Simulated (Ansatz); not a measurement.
# Rb: strong compression

One table from this session's results is given with a row withheld; the runs are named, their logs left out.

Method: DFT PBE, with the methods named in each step, in Ansatz 0.2.0.

### The system as given

Symmetry: P6_3/mmc, No. 194, hexagonal system. Conventional cell: a = 5.066 Å, b = 5.066 Å, c = 8.208 Å, α = 90.00°, β = 90.00°, γ = 120.00°.

Coordinates:

```
CELL_PARAMETERS angstrom
5.06647 0.00000 0.00000
-2.53324 4.38769 0.00000
0.00000 0.00000 8.20769
ATOMIC_POSITIONS crystal
Rb 0.33333 0.66667 0.25000
Rb 0.66667 0.33333 0.75000
```

Whether this phase is the stable one at these pressures isn't tested.

Atoms are numbered in the order of the input: Rb1, Rb2.

Set-up of the first run:

Input file input.yaml:

```yaml
crystal:
  lattice:
    - [5.0664732571, 0.0, 0.0]
    - [-2.5332366285, 4.3876945482, 0.0]
    - [0.0, 0.0, 8.2076866765]
  atoms:
    - { symbol: Rb, position: [0.3333333333, 0.6666666667, 0.25] }
    - { symbol: Rb, position: [0.6666666667, 0.3333333333, 0.75] }
kpoints:
  mp_grid: { grid: [9, 9, 5] }
scf:
  occupations: { method: fermi_dirac, width: 0.08 }
hamiltonian:
  xc: pbe
  pseudopotentials: { kind: paw }
output:
  forces: true
  stress: true
relax:
  f_tol: 0.005
  max_steps: 40
  cell: {}
```

Launch:

```sh
$ ansatz run input.yaml --threads 1 --pin off --max-ram 2048MiB --backend cpu --events-out ev --progress --plain --runs-dir out
```

Among the steps run: Cell relaxed at zero pressure, PAW; Volume scaled by 1, PAW; Shape and atoms relaxed at 0.92 of the volume, PAW; Volume scaled by 0.92, PAW; Volume scaled by 0.92, PAW (source ansatz); Shape and atoms relaxed at 0.84 of the volume, PAW; Volume scaled by 0.84, PAW; Shape and atoms relaxed at 0.76 of the volume, PAW; Volume scaled by 0.76, PAW; Shape and atoms relaxed at 0.68 of the volume, PAW; Volume scaled by 0.68, PAW; Shape and atoms relaxed at 0.6 of the volume, PAW; Volume scaled by 0.6, PAW; Shape and atoms relaxed at 0.52 of the volume, PAW; Volume scaled by 0.52, PAW; Shape and atoms relaxed at 0.45 of the volume, PAW; Volume scaled by 0.45, PAW; Volume scaled by 0.45, PAW (cutoff 1000 eV).

One table of the session follows, with a row left open; its other results are not shown here.

 The rows PAW, 0.45 and PAW (cutoff 1000 eV), 0.45 agree to the last digit and may rest on the same set-up.

| method | volume over the first | volume (Å³/atom) | pressure (GPa) |
| --- | --- | --- | --- |
| PAW | 1 | 91.568 | 0.00 |
| PAW | 0.92 | 84.243 | 0.26 |
| PAW | 0.84 | 76.917 | 0.66 |
| PAW | 0.76 | 69.592 | 1.24 |
| PAW | 0.68 | 62.266 | 2.14 |
| PAW | 0.6 | ? | ? |
| PAW | 0.52 | 47.615 | 5.68 |
| PAW | 0.45 | 41.206 | 8.65 |
| PAW (cutoff 1000 eV) | 0.45 | 41.206 | 8.65 |
| PAW (source ansatz) | 0.92 | 84.243 | 0.26 |

Q: Estimate the row for PAW, 0.6 from the others.

**Answer.** volume (Å³/atom): 54.941; pressure (GPa): 3.51. In the column «volume (Å³/atom)» it lies between PAW, 0.52 (47.615) and PAW, 0.68 (62.266).
